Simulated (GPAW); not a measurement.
Here is a GPAW 26.7.0 calculation.

run.py

```python
from ase.filters import FrechetCellFilter
from ase.io import read, write
from ase.optimize import BFGS
from ase.units import GPa
from gpaw import GPAW, PW

atoms = read('PtSe2.xyz')

calc = GPAW(mode=PW(600),
            xc='PBE',
            kpts={'size': (6, 6, 4), 'gamma': True},
            occupations={'name': 'fermi-dirac', 'width': 0.05},
            nbands=26,
            convergence={'density': 1e-05, 'forces': 0.0001},
            maxiter=150,
            txt='gpaw.txt')
atoms.calc = calc
opt = BFGS(FrechetCellFilter(atoms, scalar_pressure=5 * GPa), trajectory='relax.traj', logfile='-')
done = opt.run(fmax=0.02, steps=60)
calc.write('gs.gpw')
write('result.traj', atoms)
print('Converged:', done)
print('Cell:', atoms.cell.cellpar().round(4))
print('Volume:', round(atoms.get_volume(), 4))
print(atoms.get_scaled_positions().round(5))
```

The input PtSe2.xyz:

```xyz
3
Lattice="3.7240000000 0.0000000000 0.0000000000 -1.8620000000 3.2250786037 0.0000000000 0.0000000000 0.0000000000 5.0620000000" Properties=species:S:1:pos:R:3 pbc="T T T"
Pt     0.0000000000      0.0000000000      0.0000000000
Se     1.8620000002      1.0750262011      3.7965000000
Se    -0.0000000002      2.1500524026      1.2655000000
```

Potentials or basis: GPAW PAW data sets (gpaw-data 1.2.1), pw.

The run is started by

```sh
$ OMP_NUM_THREADS=1 python run.py
```

(1) What does it give for the relaxed volume?

(2) Estimate the band gap on the k mesh.

(3) Estimate the space group after relaxing (to 0.05 Å).

(4) Predict the relaxed cell.

## Answers

(1) 19.61 Å³/atom.

(2) none (metal or under the smearing width).

(3) P-3m1 (No. 164).

(4) a = 3.762 Å, b = 3.762 Å, c = 4.801 Å, α = 90.00°, β = 90.00°, γ = 120.00°.

Caveat: later steps reuse the first step's grids.
